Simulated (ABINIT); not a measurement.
A calculation with ABINIT 10.8.3 (patched build) of Ga (native input, structure typed inline):

run.abi

```
pp_dirpath "./"
pseudos "Ga.GGA_PBE-JTH.xml"

acell 3*1.0
rprim
     5.2504567991     0.0000000000     0.0000000000
     0.0000000000     6.2013418613     0.0000000000
    -2.5387168437     0.0000000000     7.5405234656
ntypat 1
znucl 31
natom 2
typat 1 1
xcart
    -0.6607008214     2.4612065925     3.0731760430
     2.0956918077     0.8204021975     0.9170971333 Angstrom
chkprim 0
chksymtnons 0
tolsym 1.0e-6

ecut 462.593566 eV
pawecutdg 34.0

kptopt 1
ngkpt 10 8 7
nshiftk 1
shiftk 0.0 0.0 0.0

ixc 11

nband 17
occopt 3
tsmear 0.00183747

nstep 100
tolvrs 1.0e-9

iomode 3
prtwf 0
prteig 0
prtebands 0
enunit 1
prtden 1
prtvha 1
prtvclmb 1
prtpot 1
```

Potentials or basis: JTH PAW PBE v2.0.

The run is started by

```console
$ abinit run.abi > log 2>&1
```

This isn't the form of Ga at room conditions, which is orthorhombic.

Write the same calculation in another form: ASE script, structure typed inline.

As run:

Contents of run.py:

```python
import json, os
import numpy as np
from ase.units import GPa
from ase.calculators.abinit import Abinit, AbinitProfile
from ase import Atoms

atoms = Atoms(['Ga', 'Ga'],
              cell=[[2.7784220849, 0.0, 0.0], [0.0, 3.28160879, 0.0], [-1.3434310986, 0.0, 3.9902731763]],
              scaled_positions=[[0.13459627, 0.75, 0.77016683], [0.86540373, 0.25, 0.22983317]],
              pbc=True)

profile = AbinitProfile(command='abinit', pp_paths=[os.path.abspath('pseudos')])
params = dict(
    pps='pawxml', xc='PBE',
    chksymtnons=0,
    tolsym=1e-06,
    ecut=462.5936,
    pawecutdg=925.1871,
    kptopt=1,
    ngkpt=[10, 8, 7],
    nshiftk=1,
    shiftk=[0.0, 0.0, 0.0],
    ixc=11,
    nband=17,
    occopt=3,
    tsmear=0.05,
    nstep=100,
    tolvrs=1e-09,
    prtwf=0,
    prtden=0,
)

atoms.calc = Abinit(profile=profile, directory='run', **params)
energy = atoms.get_potential_energy()
forces = atoms.get_forces()
stress = atoms.get_stress()
print(f'energy {energy:.6f} eV')
print('forces (eV/A)')
print(np.round(forces, 5))
print('stress (GPa, Voigt, tension positive)', np.round(stress / GPa, 4))
json.dump(dict(energy=energy, forces=forces.tolist(), stress=stress.tolist(), cell=atoms.cell.tolist(), frac=atoms.get_scaled_positions(wrap=False).tolist()), open('results.json', 'w'))
```

Potentials or basis: JTH PAW PBE v2.0.

Launch:

```console
$ python run.py
```

Both were run:

|  | native input, structure typed inline | ASE script, structure typed inline |
| --- | --- | --- |
| Pressure | 2.8 GPa | 2.8 GPa |
| Largest force | 0.088 eV/Å | 0.088 eV/Å |
| Band gap on the k mesh | none (metal or under the smearing width) | none (metal or under the smearing width) |
| Valence electrons inside the program's atomic spheres | Ga 11.02 (radii [1.1132] Å) | Ga 11.02 (radii [1.1132] Å) |

Keys that steer only the numerical path or the files written may differ.
